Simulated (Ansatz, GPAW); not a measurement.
This is a calculation of AlCu3 for GPAW 26.7.0 (ASE script). Atoms were shifted at random by some hundredths of an Å from the given cell, which wasn't relaxed again for these runs. The cell comes from a database or a generator and needn't be the stable form of this composition.

Contents of run.py:

```python
from ase import Atoms
from ase.dft.bandgap import bandgap
from ase.io import write
from ase.units import GPa
from gpaw import GPAW, PW, setup_paths

setup_paths.insert(0, '.')

atoms = Atoms(['Cu', 'Cu', 'Cu', 'Al'],
              cell=[[3.63737667, 0.0, 0.0],
                    [0.0, 3.63737667, 0.0],
                    [0.0, 0.0, 3.63737667]],
              scaled_positions=[[-0.003781, 0.491264, 0.512974],
                                [0.510085, 0.004394, 0.511404],
                                [0.506223, 0.500644, 0.007811],
                                [-0.001323, 0.0033, 0.000178]],
              pbc=True)

calc = GPAW(mode=PW(600),
            xc='PBEsol',
            kpts={'size': (7, 7, 7), 'gamma': True},
            occupations={'name': 'fermi-dirac', 'width': 0.05},
            nbands=35,
            convergence={'density': 1e-05, 'energy': 1e-05},
            maxiter=150,
            txt='gpaw.txt')
atoms.calc = calc
energy = atoms.get_potential_energy()
forces = atoms.get_forces()
stress = atoms.get_stress()
calc.write('gs.gpw')
write('result.traj', atoms)
print(f'Energy: {energy:.6f} eV')
print('Forces (eV/A):')
print(forces.round(4))
print('Stress (GPa):', (stress / GPa).round(3))
print('Fermi level:', round(calc.get_fermi_level(), 4), 'eV')
print(f'Gap: {bandgap(calc)[0]:.4f} eV, direct: {bandgap(calc, direct=True)[0]:.4f} eV')
```

Potentials or basis: PAW data sets generated in the run's folder for this functional, pw.

Run with:

```sh
$ gpaw-setup -f PBEsol Al Cu
$ OMP_NUM_THREADS=1 python run.py
```

Q: What does the same run look like in Ansatz 0.2.0? Potentials or basis there: all-electron LAPW, scalar-relativistic.

A: As run (cutoffs and basis follow the program's own potentials, and thresholds, step limits or extra output files can differ):

input.yaml

```yaml
crystal:
  lattice:
    - [3.63737667, 0.0, 0.0]
    - [0.0, 3.63737667, 0.0]
    - [0.0, 0.0, 3.63737667]
  atoms:
    - { symbol: Cu, position: [-0.003781, 0.491264, 0.512974] }
    - { symbol: Cu, position: [0.510085, 0.004394, 0.511404] }
    - { symbol: Cu, position: [0.506223, 0.500644, 0.007811] }
    - { symbol: Al, position: [-0.001323, 0.0033, 0.000178] }
kpoints:
  mp_grid: { grid: [7, 7, 7] }
scf:
  occupations: { method: fermi_dirac, width: 0.05 }
hamiltonian:
  xc: pbesol
  pseudopotentials: { kind: all_electron, lapw: { basis_error: 0.001 } }
output:
  forces: true
  stress: true
  eigenvalues: true
  populations: true
```

Potentials or basis: all-electron LAPW, scalar-relativistic.

The run is started by

```console
$ ansatz run input.yaml --threads 2 --pin off --max-ram 8192MiB --backend cpu --events-out ev --progress --plain --runs-dir out
```

Both were run:

|  | GPAW | Ansatz |
| --- | --- | --- |
| Pressure | 1.1 GPa | -0.4 GPa |
| Largest force | 0.477 eV/Å | 0.462 eV/Å |

Where Ansatz's input types no cutoff or centring, it takes its own default and a Γ-centred mesh.

Pressure is positive in compression.
